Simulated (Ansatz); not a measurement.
# Hf: the cost of one run

Program: Ansatz 0.2.0. Level of theory: DFT PBE, scalar-relativistic, plane waves, PAW. These are calculated values, not measurements.

1 further run of the same task is left out (set aside as unsound or not needed).

### Step 1. Starting point

It takes space group Fm-3m (No. 225, cubic). Conventional cell: a = 4.440 Å, b = 4.440 Å, c = 4.440 Å, α = 90.00°, β = 90.00°, γ = 90.00°. Hf (site symmetry m-3m) is surrounded by 12 Hf at 3.14 Å.

Structure file:

```xyz
1
Lattice="0.0000 2.2200 2.2200 2.2200 0.0000 2.2200 2.2200 2.2200 0.0000" Properties=species:S:1:pos:R:3 pbc="T T T"
Hf    0.0000    0.0000    0.0000
```

The structure comes from the Crystallography Open Database.

### Step 2. A distortion of lower symmetry

The change: strain xx, yy, zz, yz, xz, xy = +0.9, +1.6, +0.9, -4.0, +2.8, -4.0 %.

Contents of input.yaml:

```yaml
crystal:
  lattice:
    - [-0.0275502, 2.1662538, 2.1509802]
    - [2.30103, -0.1776, 2.30103]
    - [2.1509802, 2.1662538, -0.0275502]
  atoms:
    - { symbol: Hf, position: [0.0, 0.0, 0.0] }
basis:
  ecutwfc: 420
kpoints:
  mp_grid: { grid: [14, 14, 14] }
hamiltonian:
  xc: pbe
scf:
  occupations: { method: gaussian, width: 0.1 }
output:
  forces: true
  stress: true
  eigenvalues: true
  populations: true
```

Launch:

```sh
ansatz run input.yaml --threads 1 --pin off --max-ram 1331MiB --backend cpu --events-out ev --progress --plain --runs-dir out
```

**Question.** How long does this run take on 1 thread of an Arm CPU, shared host, and how much memory does it need?

About 18 s, with a peak of 0.49 GiB.
